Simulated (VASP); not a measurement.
FeSi23 (a cell with a defect):

```
CELL_PARAMETERS angstrom
0.00000 8.15550 8.15550
5.43700 0.00000 5.43700
5.43700 5.43700 0.00000
ATOMIC_POSITIONS crystal
Fe 0.00583 0.99631 0.99718
Si 0.99894 0.99980 0.50113
Si 0.99957 0.50303 0.99639
Si 0.99978 0.50128 0.49906
Si 0.33220 0.00104 0.99985
Si 0.33364 0.00022 0.49860
Si 0.33441 0.49956 0.99841
Si 0.33451 0.50039 0.49801
Si 0.66975 0.00098 0.99982
Si 0.66689 0.00121 0.49875
Si 0.66791 0.49978 0.99929
Si 0.66798 0.50078 0.49879
Si 0.08203 0.12889 0.12671
Si 0.08384 0.12700 0.62072
Si 0.08475 0.62008 0.12527
Si 0.08480 0.62524 0.62202
Si 0.41873 0.12404 0.12306
Si 0.41599 0.12558 0.62471
Si 0.41715 0.62558 0.12340
Si 0.41779 0.62512 0.62331
Si 0.75399 0.12479 0.12406
Si 0.74917 0.12589 0.62536
Si 0.74999 0.62651 0.12398
Si 0.75021 0.62643 0.62467
```

Base run:

```yaml
Program: VASP 6.6.1
Functional: PBEsol
Potentials_or_basis: VASP PAW PBE potentials, release 64 (Fe, Si)
Cutoff: 350 eV
k_mesh: 2 × 3 × 3
Occupations: gaussian, width 0.03 eV
Spin: collinear spin, ferromagnetic start
Starting_moments: "[2.0, 0.0, 0.0, 0.0, 0.0, 0.0, 0.0, 0.0, 0.0, 0.0, 0.0, 0.0, 0.0, 0.0, 0.0, 0.0, 0.0, 0.0, 0.0, 0.0, 0.0, 0.0, 0.0, 0.0] μB"
Fixed_moment: 2 μB
Hubbard_terms: Fe d U = 6 eV
```

Its results: pressure 0.0 GPa; site moments Fe +3.17; Si -0.01, -0.00, -0.09, -0.08, -0.03, -0.07 μB; largest force 0.193 eV/Å.

The run is repeated on the same cell with these changes: hubbard terms from Fe d U = 6 eV to none. What comes out?

Pressure -0.7 GPa; site moments Fe +2.10; Si +0.01, -0.00, +0.00, -0.03, -0.01, -0.05 μB; largest force 0.760 eV/Å.

Caveats: the PAW data sets were made with another functional, which shifts forces and pressure a little; the total moment is fixed, so each spin has its own Fermi level; the U is typed as a test and isn't derived for this compound (some runs).
